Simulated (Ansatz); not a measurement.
Input of an Ansatz 0.2.0 run:

run.py

```python
import json

import ase.io
import numpy as np
import spglib

import ansatz as az

atoms = ase.io.read("Li.cif")
cell, frac, numbers = spglib.find_primitive((atoms.cell[:], atoms.get_scaled_positions(), atoms.numbers), symprec=1e-5)
atoms = ase.Atoms(numbers, cell=cell, scaled_positions=frac, pbc=True)

calculation = (
    az.Crystal.from_ase(atoms)
    .calculation()
    .kpoints(7, 7, 7)
    .functional("b3lyp5")
    .pseudopotentials(kind="paw")
    .occupations(method="gaussian", width=0.05)
    .forces()
    .stress()
    .band_table(publish=True)
)
outcome = calculation.run(threads=2, events_out="events.jsonl")

report = outcome.report
for line in open("events.jsonl"):
    event = json.loads(line)
    if event["event"] == "scf_iter":
        d = event["data"]
        print(f"SCF {d['iter']:3d}  HF = {d['harris_foulkes_ev']:.6f} eV  dr2 = {d['dr2_ev']:.2e} eV")
    elif event["event"] in ("relax_step", "md_step"):
        d = event["data"]
        print(f"{event['event']} {d['step']:3d}  E = {d['lagrangian_ev']:.6f} eV")
np.set_printoptions(precision=5, suppress=True, linewidth=110)
print("converged:", report["converged"], "after", report["n_iterations"], "iterations")
print(f"free energy {report['free_energy_ev']:.6f} eV, Fermi level {report['fermi_energy_ev']:.4f} eV")
for key in ("band_edges_ev", "magnetization_mub", "site_moments_mub", "site_moments_nc_mub", "forces_ev_ang",
                "stress_gpa"):
    if report.get(key) is not None:
        print(key, np.array(report[key]), sep="\n")
```

The input Li.cif:

```cif
data_Li
_cell_length_a 3.50930000
_cell_length_b 3.50930000
_cell_length_c 3.50930000
_cell_angle_alpha 90.00000000
_cell_angle_beta 90.00000000
_cell_angle_gamma 90.00000000
_space_group_name_H-M_alt 'Im-3m'
_space_group_name_Hall '-I 4 2 3'
_space_group_IT_number 229
loop_
_space_group_symop_operation_xyz
'x,y,z'
'-x,-y,-z'
'-y,x,z'
'y,-x,-z'
'-x,-y,z'
'x,y,-z'
'y,-x,z'
'-y,x,-z'
'x,-y,-z'
'-x,y,z'
'-y,-x,-z'
'y,x,z'
'-x,y,-z'
'x,-y,z'
'y,x,-z'
'-y,-x,z'
'z,x,y'
'-z,-x,-y'
'z,-y,x'
'-z,y,-x'
'z,-x,-y'
'-z,x,y'
'z,y,-x'
'-z,-y,x'
'-z,x,-y'
'z,-x,y'
'-z,-y,-x'
'z,y,x'
'-z,-x,y'
'z,x,-y'
'-z,y,x'
'z,-y,-x'
'y,z,x'
'-y,-z,-x'
'x,z,-y'
'-x,-z,y'
'-y,z,-x'
'y,-z,x'
'-x,z,y'
'x,-z,-y'
'-y,-z,x'
'y,z,-x'
'-x,-z,-y'
'x,z,y'
'y,-z,-x'
'-y,z,x'
'x,-z,y'
'-x,z,-y'
'x+1/2,y+1/2,z+1/2'
'-x+1/2,-y+1/2,-z+1/2'
'-y+1/2,x+1/2,z+1/2'
'y+1/2,-x+1/2,-z+1/2'
'-x+1/2,-y+1/2,z+1/2'
'x+1/2,y+1/2,-z+1/2'
'y+1/2,-x+1/2,z+1/2'
'-y+1/2,x+1/2,-z+1/2'
'x+1/2,-y+1/2,-z+1/2'
'-x+1/2,y+1/2,z+1/2'
'-y+1/2,-x+1/2,-z+1/2'
'y+1/2,x+1/2,z+1/2'
'-x+1/2,y+1/2,-z+1/2'
'x+1/2,-y+1/2,z+1/2'
'y+1/2,x+1/2,-z+1/2'
'-y+1/2,-x+1/2,z+1/2'
'z+1/2,x+1/2,y+1/2'
'-z+1/2,-x+1/2,-y+1/2'
'z+1/2,-y+1/2,x+1/2'
'-z+1/2,y+1/2,-x+1/2'
'z+1/2,-x+1/2,-y+1/2'
'-z+1/2,x+1/2,y+1/2'
'z+1/2,y+1/2,-x+1/2'
'-z+1/2,-y+1/2,x+1/2'
'-z+1/2,x+1/2,-y+1/2'
'z+1/2,-x+1/2,y+1/2'
'-z+1/2,-y+1/2,-x+1/2'
'z+1/2,y+1/2,x+1/2'
'-z+1/2,-x+1/2,y+1/2'
'z+1/2,x+1/2,-y+1/2'
'-z+1/2,y+1/2,x+1/2'
'z+1/2,-y+1/2,-x+1/2'
'y+1/2,z+1/2,x+1/2'
'-y+1/2,-z+1/2,-x+1/2'
'x+1/2,z+1/2,-y+1/2'
'-x+1/2,-z+1/2,y+1/2'
'-y+1/2,z+1/2,-x+1/2'
'y+1/2,-z+1/2,x+1/2'
'-x+1/2,z+1/2,y+1/2'
'x+1/2,-z+1/2,-y+1/2'
'-y+1/2,-z+1/2,x+1/2'
'y+1/2,z+1/2,-x+1/2'
'-x+1/2,-z+1/2,-y+1/2'
'x+1/2,z+1/2,y+1/2'
'y+1/2,-z+1/2,-x+1/2'
'-y+1/2,z+1/2,x+1/2'
'x+1/2,-z+1/2,y+1/2'
'-x+1/2,z+1/2,-y+1/2'
loop_
_atom_site_label
_atom_site_type_symbol
_atom_site_symmetry_multiplicity
_atom_site_Wyckoff_symbol
_atom_site_fract_x
_atom_site_fract_y
_atom_site_fract_z
_atom_site_occupancy
Li1 Li 2 a 0.0000000000 0.0000000000 0.0000000000 1
```

Potentials or basis: Ansatz PAW.

The run is started by

```console
$ python run.py
```

Q: What does it give for the pressure?

A: -0.8 GPa.

Q: Predict the band gap on the k mesh.

A: None (metal or under the smearing width).

Caveat: the k mesh is coarse (spacing up to 0.36 Å⁻¹), so the values aren't converged, least of all with exact exchange; the potentials were made for another functional, which shifts forces and pressure; the thresholds are loose for stress.
